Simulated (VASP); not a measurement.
# AgCl (Fm-3m) in VASP: further runs

Runs on AgCl. Level: PBE. Tasks: single point.

Everything below comes from runs of VASP 6.6.1. Logs are shortened: lines on timing, memory, paths and dates and some standing lists are left out, and cuts for length are marked.

## Step 1: The cell of the first run

Symmetry: Fm-3m, No. 225, cubic system. Conventional cell: a = 5.324 Å, b = 5.324 Å, c = 5.324 Å, α = 90.00°, β = 90.00°, γ = 90.00°. Ag (site symmetry m-3m) is surrounded by 6 Cl at 2.66 Å. Around Cl (site symmetry m-3m) lie 6 Ag at 2.66 Å.

## Step 2: Single point, PBE (strain -0.040 along x and y, -0.040 along z, atoms carried along)

Input file INCAR:

```
SYSTEM = AgCl
  ALGO = Normal
  EDIFF = 1E-6
  ENCUT = 520
  GGA = PE
  ISIF = 2
  ISMEAR = 0
  LASPH = .TRUE.
  LCHARG = .FALSE.
  LREAL = .FALSE.
  LWAVE = .FALSE.
  NBANDS = 16
  NELM = 100
  PREC = Accurate
  SIGMA = 0.05
```

Input file KPOINTS:

```
k-points
0
G
  8 8 8
  0 0 0
```

Input file POSCAR:

```
AgCl
1.0
    0.0000000000      2.6622240000      2.6622240000
    2.6622240000      0.0000000000      2.6622240000
    2.6622240000      2.6622240000      0.0000000000
Ag Cl
1 1
Direct
    0.5000000000      0.5000000000      0.5000000000
    0.0000000000      0.0000000000      0.0000000000
```

Potentials or basis: VASP PAW PBE potentials, release 64 (Ag, Cl).

Launch:

```sh
$ cat potpaw_PBE.64/Ag/POTCAR potpaw_PBE.64/Cl/POTCAR > POTCAR
$ mpirun -np 1 vasp_std > vasp.out
```

OUTCAR:

```text
SYSTEM = AgCl
   EDIFF = 1E-6
   ENCUT = 520
   GGA = PE
   ISIF = 2
   ISMEAR = 0
   LASPH = .TRUE.
   LREAL = .FALSE.
   NELM = 100
   PREC = Accurate

 ion  position               nearest neighbor table
   1  0.500  0.500  0.500-   2 2.66   2 2.66   2 2.66   2 2.66   2 2.66   2 2.66
   2  0.000  0.000  0.000-   1 2.66   1 2.66   1 2.66   1 2.66   1 2.66   1 2.66

  LATTYP: Found a face centered cubic cell.
 ALAT       =     5.3244480000

  Lattice vectors:

 A1 = (   0.0000000000,   2.6622240000,   2.6622240000)
 A2 = (   2.6622240000,   0.0000000000,   2.6622240000)
 A3 = (   2.6622240000,   2.6622240000,   0.0000000000)

Analysis of symmetry for initial positions (statically):
=====================================================================
 Subroutine PRICEL returns:
 Original cell was already a primitive cell.

 Routine SETGRP: Setting up the symmetry group for a
 face centered cubic supercell.

 Subroutine GETGRP returns: Found 48 space group operations
 (whereof 48 operations were pure point group operations)
 out of a pool of 48 trial point group operations.

The static configuration has the point symmetry O_h .

Analysis of symmetry for dynamics (positions and initial velocities):
=====================================================================
 Subroutine PRICEL returns:
 Original cell was already a primitive cell.

 Routine SETGRP: Setting up the symmetry group for a
 face centered cubic supercell.

 Subroutine GETGRP returns: Found 48 space group operations
 (whereof 48 operations were pure point group operations)
 out of a pool of 48 trial point group operations.

The dynamic configuration has the point symmetry O_h .

 Subroutine INISYM returns: Found 48 space group operations
 (whereof 48 operations are pure point group operations),
 and found     1 'primitive' translations

----------------------------------------------------------------------------------------

                                     Primitive cell

  volume of cell :      37.7367

  direct lattice vectors                    reciprocal lattice vectors
     0.000000000  2.662224000  2.662224000    -0.187812896  0.187812896  0.187812896
     2.662224000  0.000000000  2.662224000     0.187812896 -0.187812896  0.187812896
     2.662224000  2.662224000  0.000000000     0.187812896  0.187812896 -0.187812896

  length of vectors
     3.764953287  3.764953287  3.764953287     0.325301479  0.325301479  0.325301479

  position of ions in fractional coordinates (direct lattice)
[... 79 lines left out ...]
   EDIFF  = 0.1E-05   stopping-criterion for ELM
   LREAL  =      F    real-space projection
   EDIFFG = 0.1E-04   stopping-criterion for IOM
   NSW    =      0    number of steps for IOM
   IBRION =     -1    ionic relax: 0-MD 1-quasi-New 2-CG
   NFREE  =      0    steps in history (QN), initial steepest desc. (CG)
   ISIF   =      2    stress and relaxation
   ISYM   =      2    0-nonsym 1-usesym 2-fastsym
   POTIM  = 0.5000    time-step for ionic-motion
   TEBEG  =    0.0;   TEEND  =   0.0 temperature during run
   PSTRESS=    0.0 pullay stress
   NELECT =      18.0000    total number of electrons
   NUPDOWN=      -1.0000    fix difference up-down
   EMIN   =  10.00;   EMAX   =-10.00  energy-range for DOS
   EFERMI =   0.00;   METHOD = LEGACY
   ISMEAR =     0;   SIGMA  =   0.05  broadening in eV -4-tet -1-fermi 0-gaus
   EFERMI_NEDOS =   21; number of points for ismear=-14 and -15
   IALGO  =     38    algorithm
   IMIX   =      4    mixing-type and parameters
     AMIX     =   0.40;   BMIX     =  1.00
     AMIX_MAG =   1.60;   BMIX_MAG =  1.00
  volume/ion in A,a.u.               =      18.87       127.33
  Fermi-wavevector in a.u.,A,eV,Ry     =   1.279119  2.417185 22.261122  1.636146
  Thomas-Fermi vector in A             =   2.411623
   LORBIT       =      0    0 simple, 1 ext, 2 COOP (PROOUT), +10 PAW based schemes
   GGA     = PE    functional components
   LHFCALC =     F    Hartree Fock is set to
   AEXX    =    0.0000 exact exchange contribution
   IVDW    =     0    specifies the selected vdW correction
   LEPSILON=     F    determine dielectric tensor
   LRPA    =     F    only Hartree local field effects (RPA)
 non-spin polarized calculation
 Gauss-broadening in eV      SIGMA  =   0.05
  energy-cutoff  :      520.00
  volume of cell :       37.74
 maximum number of plane-waves:      1036
   NGX = 13   NGY = 13   NGZ = 13

 number of electron      17.9999999 magnetization

 Free energy of the ion-electron system (eV)
  ---------------------------------------------------
  ext. energy  EPLUGINS =         0.00000000
  ---------------------------------------------------
  free energy    TOTEN  =        -5.23360947 eV

  energy without entropy =       -5.23360947  energy(sigma->0) =       -5.23360947

 E-fermi :   5.7730     XC(G=0): -10.6208

 val. band max:        5.4807424563   @ k =   0.5000   0.0000   0.0000
 cond. band min:       6.3951924086   @ k =   0.0000   0.0000   0.0000
 fundamental gap:      0.9144499523
 Fermi energy:         5.7730468138

 k-point     1 :       0.0000    0.0000    0.0000
  band No.  band energies     occupation
      1     -10.5598      2.00000
      2       2.4759      2.00000
      3       2.4759      2.00000
      4       2.4759      2.00000
      5       2.5250      2.00000
      6       2.5250      2.00000
[... 433 lines left out ...]
      3       0.5096      2.00000
      4       0.5841      2.00000
      5       2.8881      2.00000
      6       2.9718      2.00000
[... 8 lines left out ...]
     15      19.3169      0.00000
     16      20.8314      0.00000

 [... further k-points ...]

------------------------ aborting loop because EDIFF is reached ----------------------------------------

  FORCE on cell =-STRESS in cart. coord.  units (eV):
  Direction    XX          YY          ZZ          XY          YZ          ZX
  --------------------------------------------------------------------------------------
  -------------------------------------------------------------------------------------
  Total        2.3101079      2.3101079      2.3101079      0.0000000      0.0000000      0.0000000
  in kB       98.0796885     98.0796885     98.0796885      0.0000000      0.0000000      0.0000000
  external PRESSURE =      98.0796885 kB  Pullay stress =       0.0000000 kB

 VOLUME and BASIS-vectors are now :
 -----------------------------------------------------------------------------
  energy-cutoff  :      520.00
  volume of cell :       37.74
      direct lattice vectors                 reciprocal lattice vectors
     0.000000000  2.662224000  2.662224000    -0.187812896  0.187812896  0.187812896
     2.662224000  0.000000000  2.662224000     0.187812896 -0.187812896  0.187812896
     2.662224000  2.662224000  0.000000000     0.187812896  0.187812896 -0.187812896

 POSITION                                       TOTAL-FORCE (eV/Angst)
 -----------------------------------------------------------------------------------
      2.66222      2.66222      2.66222        -0.000000      0.000000      0.000000
      0.00000      0.00000      0.00000         0.000000     -0.000000     -0.000000
 -----------------------------------------------------------------------------------
    total drift:                                0.000000      0.000000      0.000000

  FREE ENERGIE OF THE ION-ELECTRON SYSTEM (eV)
  ---------------------------------------------------
  free  energy   TOTEN  =        -5.2336094669 eV

  energy  without entropy=       -5.2336094669  energy(sigma->0) =       -5.23360947
```

Run time: 15 s. Hardware: 1 thread of Intel Xeon Platinum 8488C (Sapphire Rapids), shared host; peak memory 0.15 GiB.

What came out:

| Property | Result |
| --- | --- |
| Free energy | -5.2336 eV |
| Pressure | 9.8 GPa |
| Band gap on the k mesh | 0.91 eV, indirect (least direct gap 3.64 eV) |

Levels at points of the mesh, in eV from the valence-band top:
```csv
k point,band 6,band 7,band 8,band 9,band 10,band 11,band 12,band 13
"(0.00, 0.00, 0.00)",-2.96,-2.85,-2.85,-2.85,0.91,10.79,10.79,10.79
"(0.50, 0.00, 0.00)",-2.51,-2.12,0.00,0.00,3.88,7.26,7.41,7.41
"(0.50, 0.50, 0.00)",-2.70,-2.35,-2.35,-2.16,2.16,7.84,9.05,12.17
```

A k mesh can miss the band edges.

## Step 3: Single point, PBE (strain +0.080 along x and y, -0.080 along z, atoms carried along)

Input file INCAR:

```
  PREC = Accurate
  ENCUT = 520
  EDIFF = 1E-6
  ISMEAR = 0
  SIGMA = 0.05
  LREAL = False
  LASPH = True
  NELM = 100
  ALGO = Normal
  ISIF = 2
  LWAVE = False
  LCHARG = False
  GGA = PE
  NBANDS = 16
```

Input file KPOINTS:

```
regular mesh
0
Gamma
  8 8 8
```

Input file POSCAR:

```
AgCl
1.0
    0.0000000000      2.9950020000      2.5512980000
    2.9950020000      0.0000000000      2.5512980000
    2.9950020000      2.9950020000      0.0000000000
Ag Cl
1 1
Direct
    0.5000000000      0.5000000000      0.5000000000
    0.0000000000      0.0000000000      0.0000000000
```

Potentials or basis: VASP PAW PBE potentials, release 64 (Ag, Cl).

Launch:

```sh
$ cat potpaw_PBE.64/Ag/POTCAR potpaw_PBE.64/Cl/POTCAR > POTCAR
$ mpirun -np 1 vasp_std > vasp.out
```

Wall time 47 s (1 thread of Intel Xeon Platinum 8488C (Sapphire Rapids), shared host); peak memory 0.19 GiB.

The run converged. Its results:

- Free energy: -5.3664 eV
- Pressure: 0.5 GPa
- Band gap on the k mesh: 0.76 eV, indirect (least direct gap 3.06 eV)

Stress tensor (GPa, compression positive):
```
-0.41  0.00  0.00
 0.00 -0.41  0.00
 0.00  0.00  2.27
```

Levels at points of the mesh, in eV from the valence-band top:
```tsv
k point	band 6	band 7	band 8	band 9	band 10	band 11	band 12	band 13
(0.00, 0.00, 0.00)	-2.57	-2.42	-2.29	-2.29	0.76	10.56	10.56	10.98
(0.50, 0.00, 0.00)	-2.25	-1.89	-0.72	0.00	4.03	6.20	6.72	8.46
(0.50, 0.50, 0.00)	-2.29	-2.26	-2.26	-2.11	2.25	7.21	9.11	10.10
(0.50, 0.00, 0.50)	-2.50	-2.24	-2.22	-2.12	2.28	7.54	8.25	10.18
```
